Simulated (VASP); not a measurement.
The system is AlN.

```
Al N
1.0
     0.00000    2.18399    2.18399
     2.18399    0.00000    2.18399
     2.18399    2.18399    0.00000
Al N
1 1
Direct
  0.00000 0.00000 0.00000
  0.25000 0.25000 0.25000
```

Measurements of this composition are mostly on another form, of space group No. 186.

* Program: VASP 6.6.1
* Task: relaxation of cell and atoms
* Functional: PBE
* Potentials or basis: VASP PAW PBE potentials, release 64 (Al, N)
* Cutoff: 600 eV
* k mesh: 10 × 10 × 10
* Occupations: gaussian, width 0.02 eV
* Spin: no spin polarisation

At the start: pressure 4.5 GPa; volume 10.42 Å³/atom.

Q: How do energy, volume and symmetry change on relaxing?

A: Over 3 steps the energy falls by 3.2 meV/atom and the volume is 10.65 Å³/atom (+2.2 %); space group F-43m (No. 216, to 0.05 Å).

The path:
| step | energy change (eV) | largest force (eV/Å) | pressure (GPa) | volume (Å³) |
| --- | --- | --- | --- | --- |
| 1 | 0.0000 | 0.0000 | 4.48 | 20.83 |
| 2 | -0.0014 | 0.0000 | -3.67 | 21.72 |
| 3 | -0.0064 | 0.0000 | 0.00 | 21.30 |

Final structure:
```xyz
2
Lattice="0.0000 2.2002 2.2002 2.2002 0.0000 2.2002 2.2002 2.2002 0.0000" Properties=species:S:1:pos:R:3 pbc="T T T"
Al    0.0000    0.0000    0.0000
N     1.1001    1.1001    1.1001
```
